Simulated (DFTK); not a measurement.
Runs of DFTK 0.8.2 on AgCl (Chlorargyrite). Symmetry: Fm-3m, No. 225, cubic system. Conventional cell: a = 5.470 Å, b = 5.470 Å, c = 5.470 Å, α = 90.00°, β = 90.00°, γ = 90.00°. Ag (site symmetry m-3m) has 6 Cl at 2.74 Å as nearest neighbours. Cl (site symmetry m-3m) has 6 Ag at 2.74 Å as nearest neighbours. 

| task | level | potentials or basis | k mesh | cutoff (eV) | valence electrons | gap on the mesh (eV) | pressure (GPa) |
| --- | --- | --- | --- | --- | --- | --- | --- |
| band structure | PBE | SPMS 1.0 (PBE) | 8 × 8 × 8 | 816 | Ag 19, Cl 7 | 0.91 | - |
| single point | PBE | dojo.nc.sr.pbe.v0_4_1.standard.upf (PBE) | 8 × 8 × 8 | 1116 | Ag 19, Cl 7 | 0.91 | 3.8 |
| band structure | r2SCAN | in-house norm-conserving set (r2SCAN, scalar relativistic) | 5 × 5 × 5 | 1225 | Ag 19, Cl 7 | (a) | 2.3 |
| band structure | LDA | cp2k.nc.sr.lda.v0_1.largecore.gth (LDA, GTH, large core) | 8 × 8 × 8 | 952 | Ag 1, Cl 7 | 2.93 | - |

Alike in all rows: no spin polarisation; cell as given; smearing fermi-dirac 0.05 eV.

Problem. Fill in the values left out.

Solution. (a) 1.64.

Caveats: the program warned that the kinetic-energy density falls under its von Weizsäcker bound, which can give unphysical results (some runs); the mesh misses the band edges, which the band path finds closer together (some runs); a pressure of tens of GPa on the cell as given is suspect, and the run, the potentials or the cell itself is likely at fault (some runs); this set keeps more shells in the core, which shifts pressures and gaps (some runs).

A k mesh can miss the band edges, and the runs leave out spin-orbit coupling on Ag.
